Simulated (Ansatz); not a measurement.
# SiC: the cost of one run

Computed with Ansatz 0.2.0 (DFT PBEsol, scalar-relativistic, unless a step's input says otherwise).

### 1 The starting structure

Symmetry: P6_3mc, No. 186, hexagonal system. The conventional cell has a = 3.076 Å, b = 3.076 Å, c = 5.048 Å, α = 90.00°, β = 90.00°, γ = 120.00°. Si (site symmetry 3m) has 4 C at 1.87 to 1.94 Å in its first shell of neighbours. C (site symmetry 3m) has 4 Si at 1.87 to 1.94 Å in its first shell of neighbours.

As a file:

```xyz
4
Lattice="3.0760 0.0000 0.0000 -1.5380 2.6639 0.0000 0.0000 0.0000 5.0480" Properties=species:S:1:pos:R:3 pbc="T T T"
Si    0.0000    1.7759    0.0000
Si    1.5380    0.8880    2.5240
C     0.0000    1.7759    1.9435
C     1.5380    0.8880    4.4675
```

Atoms are numbered in the order of the input: Si1, Si2, C3, C4.

### 2 Volume × 0.96, LAPW

File input.yaml:

```yaml
crystal:
  lattice:
    - [3.0344255669, 0.0, 0.0]
    - [-1.5172127834, 2.6278896269, 0.0]
    - [0.0, 0.0, 4.9797754205]
  atoms:
    - { symbol: Si, position: [0.3333333333, 0.6666666667, 0.0] }
    - { symbol: Si, position: [0.6666666667, 0.3333333333, 0.5] }
    - { symbol: C, position: [0.3333333333, 0.6666666667, 0.385] }
    - { symbol: C, position: [0.6666666667, 0.3333333333, 0.885] }
kpoints:
  mp_grid: { grid: [15, 15, 8] }
  band_path:
    path:
      - [0.0, 0.0, 0.0]
      - [0.5, 0.0, 0.0]
      - [0.3333333333, 0.3333333333, 0.0]
      - [0.0, 0.0, 0.0]
      - [0.0, 0.0, 0.5]
      - [0.5, 0.0, 0.5]
      - [0.3333333333, 0.3333333333, 0.5]
      - [0.0, 0.0, 0.5]
      - [0.5, 0.0, 0.5]
    npoints: 5
scf:
  occupations: { method: fermi_dirac, width: 0.08 }
hamiltonian:
  xc: pbesol
  pseudopotentials: { kind: all_electron, lapw: { basis_error: 0.001 } }
output:
  forces: true
  stress: true
  eigenvalues: true
```

Command:

```bash
$ ansatz run input.yaml --threads 1 --pin off --max-ram 4096MiB --backend cpu --events-out ev --progress --plain --runs-dir out
```

Q: Estimate wall time and peak memory on 1 thread of Intel Xeon Platinum 8259CL at 2.50GHz (Skylake/Cascade Lake), shared host.

About 76 s, with a peak of 0.59 GiB.
